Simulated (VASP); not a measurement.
A run of VASP 6.6.1 is set up as follows.

File INCAR:

```
PREC = Accurate ; ENCUT = 520
EDIFF = 1E-8 ; ISMEAR = 0
SIGMA = 0.02 ; LREAL = F
LASPH = T ; NELM = 60
ALGO = Fast ; ISIF = 2
LWAVE = F ; LCHARG = F
GGA = PE ; LEPSILON = T
```

File KPOINTS:

```
regular mesh
0
Gamma
  8 8 6
```

The input POSCAR:

```
Se
1.0
    4.3551700000      0.0000000000      0.0000000000
   -2.1775850000      3.7716878578      0.0000000000
    0.0000000000      0.0000000000      4.9494500000
Se
3
Direct
    0.7830000000      0.7830000000      0.5000000000
    0.0000000000      0.2170000000      0.8333333333
    0.2170000000      0.0000000000      0.1666666667
```

Potentials or basis: VASP PAW PBE potentials, release 64 (Se).

Run with:

```sh
$ cat potpaw_PBE.64/Se/POTCAR > POTCAR
$ mpirun -np 1 vasp_std > vasp.out
```

Predict the electronic dielectric tensor (diagonal).

8.38, 8.38, 13.74.

What does it give for the Born charges (mean of the diagonal)?

Se +0.00 e.

Predict the band gap on the k mesh.

1.10 eV, indirect (least direct gap 1.17 eV).

Electronic dielectric tensor:
```
 8.38  0.00  0.00
 0.00  8.38  0.00
 0.00  0.00 13.74
```

A k mesh can miss the band edges. Expect the measured gap to be larger: semilocal functionals such as PBE lack the derivative discontinuity.
